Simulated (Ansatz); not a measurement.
# SrO: the cost of one run

Computed with the Python package of Ansatz 0.2.0. The levels of theory stand in the script.

## Step 1: The structure

The structure is hexagonal, space group P6_3mc (No. 186). The conventional cell has a = 4.275 Å, b = 4.275 Å, c = 5.156 Å, α = 90.00°, β = 90.00°, γ = 120.00°. Sr (site symmetry 3m) has 5 O at 2.47 to 2.58 Å in its first shell of neighbours. Around O (site symmetry 3m) lie 5 Sr at 2.47 to 2.58 Å.

The script holds or builds the structure itself.

## Step 2: The script

Input file sro.py:

```python
# -*- coding: utf-8 -*-
'''Levels of SrO without and with spin-orbit coupling.'''

import warnings

import ansatz as az
from pymatgen.core import Lattice, Structure
from pymatgen.io.ase import AseAtomsAdaptor

warnings.simplefilter('ignore', az.DeckWarning)

pmg_structure = Structure(
    Lattice([(4.27547, 0.0, 0.0), (-2.13773, 3.70266, 0.0), (0.0, 0.0, 5.15559)]),
    ['Sr', 'Sr', 'O', 'O'],
    [
        (1 / 3, 2 / 3, 0.93813),
        (2 / 3, 1 / 3, 0.43813),
        (1 / 3, 2 / 3, 0.43687),
        (2 / 3, 1 / 3, 0.93687),
    ],
)
cell = az.Crystal.from_ase(AseAtomsAdaptor.get_atoms(pmg_structure))

job = cell.calculation()
job = job.functional('lda')
job = job.kpoints(mesh=(6, 6, 4))
job = job.basis(470).occupations(az.OccupationsMethod.FIXED)
job = job.band_table()
for label, variant in (('scalar-relativistic', job), ('spin-orbit', job.spin(soc=True))):
    report = variant.run(threads=1, backend='cpu').report
    zero = report['band_edges_ev'][0] if report.get('band_edges_ev') else report['fermi_energy_ev']
    near = [round(e - zero, 3) for e in report['eigenvalues_ev'][0] if abs(e - zero) < 3]
    print(label)
    print('  band edges (eV):', [round(e, 3) for e in report.get('band_edges_ev') or []] or 'none reported')
    print('  levels at k =', report['kpoints_frac'][0], 'within 3 eV of the zero:', near)
```

## Step 3: The run

The run is started by

```bash
$ python sro.py
```

What time and memory should one allow on 1 thread of Arm Neoverse N1, shared host?

About 34 s, with a peak of 0.61 GiB.
